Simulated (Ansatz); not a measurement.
BN:

```xyz
4
Lattice="2.4982 0.0000 0.0000 -1.2491 2.1635 0.0000 0.0000 0.0000 6.6357" Properties=species:S:1:pos:R:3 pbc="T T T"
N     1.2491    0.7212    1.6589
N     0.0000    1.4424    4.9768
B     1.2491    0.7212    4.9768
B     0.0000    1.4424    1.6589
```

Base run:

```yaml
Program: Ansatz 0.2.0
Functional: revPBE
Potentials_or_basis: Ansatz PAW
Cutoff: 420 eV
Density_cutoff: 1680 eV
k_mesh: 7 × 7 × 3
Occupations: fermi-dirac, width 0.05 eV
Spin: no spin polarisation
```

Its results: band gap on the k mesh 4.58 eV, indirect (least direct gap 4.79 eV); pressure 8.1 GPa.

**Question.** The run is repeated on the same cell with these changes: functional from revPBE to LDA. What comes out?

**Answer.** Band gap on the k mesh 4.32 eV, indirect (least direct gap 4.53 eV); pressure -2.9 GPa.

LDA binds more tightly than revPBE, so the same cell stands under less pressure.

Caveats: odd divisions of the mesh miss points on the zone boundary, where band edges often lie, so the gap on the mesh can be too wide; the PAW data sets come from PBE, with cores solved anew for the run's functional, which leaves a small shift of forces and pressure; the density of states is complete only up to the lowest level of the last band computed; the potentials were made for another functional, which shifts forces and pressure (some runs); this functional lacks dispersion, which binds the layers, so the pressure and a relaxed spacing across them are unreliable (some runs).

A k mesh can miss the band edges.

Not every run made on this cell is shown here.
